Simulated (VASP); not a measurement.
Mg, 1 atom in the cell. Symmetry: Im-3m, No. 229, cubic system. The conventional cell has a = 3.546 Å, b = 3.546 Å, c = 3.546 Å, α = 90.00°, β = 90.00°, γ = 90.00°. Around Mg (site symmetry m-3m) lie 8 Mg at 3.07 Å. This isn't the form of Mg at room conditions, which is hcp.

* Program: VASP 6.6.1
* Task: single point
* Functional: LDA
* Potentials or basis: VASP PAW LDA potentials, release 54 (Mg)
* Cutoff: 520 eV
* k mesh: 11 × 11 × 11
* Occupations: gaussian, width 0.02 eV
* Spin: no spin polarisation
* Further INCAR settings: ALGO = Fast; EDIFF = 1.00e-06; NBANDS = 7

Potentials or basis: VASP PAW LDA potentials, release 54 (Mg).

Launch:

```bash
$ python run.py
```

Hardware: 1 thread of AMD EPYC 7R43 64-Core Processor (Zen 3), on a shared host.

Task: How long does it take, and how much memory?

Result: Wall time 12 s on 1 thread of AMD EPYC 7R43 64-Core Processor (Zen 3), with other jobs on the host, peak memory 0.09 GiB. Counts: scf iterations 9, k points 56.
